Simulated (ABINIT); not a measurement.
MgO:

```
Mg O
1.0
     2.93802    0.00000    0.00000
    -1.46901    2.54440    0.00000
     0.00000    0.00000    2.67968
Mg O
1 1
Direct
  0.00000 0.00000 0.00000
  0.33333 0.66667 0.50000
```

Measurements of this composition are mostly on another form, of space group No. 225.

Base run:

```yaml
Program: ABINIT 10.8.3 (patched build)
Functional: PBE
Potentials_or_basis: JTH PAW PBE v2.0
Cutoff: 626 eV
k_mesh: 10 × 10 × 10
Occupations: fermi-dirac, width 0.05 eV
Spin: no spin polarisation
```

Its results: band gap on the k mesh 3.01 eV, indirect (least direct gap 3.40 eV); pressure 0.1 GPa.

Q: After a change of settings the same cell gave: band gap on the k mesh 2.93 eV, indirect (least direct gap 3.33 eV); pressure -3.7 GPa. Which change was it?
A. functional from PBE to r2SCAN; cutoff from 626 eV to 762 eV; fine-grid cutoff from 1224.51 eV to 1360.57 eV
B. functional from PBE to PBEsol
C. functional from PBE to LDA; potentials or basis from JTH PAW PBE v2.0 to JTH PAW LDA v2.0

A: B.

PBEsol binds more tightly than PBE, so the same cell stands under less pressure.

Caveats: the PAW data sets were made with another functional, which shifts forces and pressure a little (some runs).
